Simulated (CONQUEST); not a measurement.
Crystal: AlNi.

```
Ni Al
1.0
     2.88100    0.00000    0.00000
     0.00000    2.88100    0.00000
     0.00000    0.00000    2.88100
Ni Al
1 1
Cartesian
  1.4405 1.4405 1.4405
  0.0000 0.0000 0.0000
```

| Item | Value |
| --- | --- |
| Program | CONQUEST 1.3 |
| Task | single point |
| Functional | PBE |
| Potentials or basis | PseudoDojo NC PBE, DZP, grid cutoff 150 Ha |
| k mesh | 8 × 8 × 8 |
| Occupations | fermi-dirac, width 0.05 eV |
| Spin | collinear spin, ferromagnetic start |
| Starting moments | [1.0, 0.0] μB |

On this cell: pressure 5.6 GPa; largest force zero by symmetry; net moment 0.00 μB per cell; band gap on the k mesh none (metal or under the smearing width).

The same run follows on a disturbed copy (atoms moved at random, drawn with an rms of 0.05 Å):

```
Ni Al
1.0
     2.88100    0.00000    0.00000
     0.00000    2.88100    0.00000
     0.00000    0.00000    2.88100
Ni Al
1 1
Cartesian
  1.4352 1.3671 1.4435
  2.8744 0.0316 2.8636
```

**Question.** What changes?

**Answer.** The energy (extrapolated to zero smearing) moves by +18.8 meV/atom; pressure 6.2 GPa; largest force 0.701 eV/Å; net moment 0.00 μB per cell; band gap on the k mesh none (metal or under the smearing width).

Forces in eV/Å, atoms in the order of the input:
```
Ni  -0.003  0.668 -0.140
Al   0.008 -0.688  0.136
```

Stress tensor (GPa, compression positive):
```
 6.44 -0.04  0.01
-0.04  5.77 -0.25
 0.01 -0.25  6.42
```

Caveats: the basis of atomic orbitals isn't converged, which shifts pressures, moduli and gaps.
